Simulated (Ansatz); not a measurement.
## Cu: relaxation of cell and atoms with RPBE

Crystal: Cu.

```xyz
1
Lattice="0.0000 1.8075 1.8075 1.8075 0.0000 1.8075 1.8075 1.8075 0.0000" Properties=species:S:1:pos:R:3 pbc="T T T"
Cu    0.0000    0.0000    0.0000
```

| Quantity | Value |
| --- | --- |
| Program | Ansatz 0.2.0 |
| Task | relaxation of cell and atoms |
| Functional | RPBE |
| Potentials or basis | Ansatz PAW |
| Cutoff | 420 eV (not typed: the program's choice for these potentials) |
| k mesh | 13 × 13 × 13 |
| Occupations | fermi-dirac, width 0.05 eV |
| Spin | no spin polarisation |

```json
{
  "Relaxed volume": "12.38 Å³/atom",
  "Relaxed cell": "a = 2.596 Å, b = 2.596 Å, c = 2.596 Å, α = 60.00°, β = 60.00°, γ = 60.00°",
  "Space group after relaxing (to 0.05 Å)": "Fm-3m (No. 225)",
  "Energy gained by relaxing": "11.1 meV/atom",
  "Ionic steps": "7",
  "Pressure after relaxing": "0.0 GPa"
}
```

Step by step:
| step | energy change (eV) | largest force (eV/Å) | volume (Å³) |
| --- | --- | --- | --- |
| 1 | 0.0000 | 0.0000 | 11.81 |
| 2 | -0.0080 | 0.0000 | 12.08 |
| 3 | -0.0107 | 0.0000 | 12.36 |
| 4 | -0.0107 | 0.0000 | 12.38 |
| 5 | -0.0111 | 0.0000 | 12.38 |
| 6 | -0.0111 | 0.0000 | 12.38 |
| 7 | -0.0111 | 0.0000 | 12.38 |

Final structure:
```xyz
1
Lattice="0.0000 1.8360 1.8360 1.8360 0.0000 1.8360 1.8360 1.8360 0.0000" Properties=species:S:1:pos:R:3 pbc="T T T"
Cu    0.0000    0.0000    0.0000
```

It took 1.4 s on 2 threads of AMD EPYC 9B45 (Zen 5), with other jobs on the host, peak memory 0.35 GiB.

Caveat: the plane-wave basis is chosen anew once the cell has moved, so the energies of steps on either side of that aren't comparable; the PAW data sets come from PBE, with cores solved anew for the run's functional, which leaves a small shift of forces and pressure. RPBE and its kin give volumes clearly too large for solids.
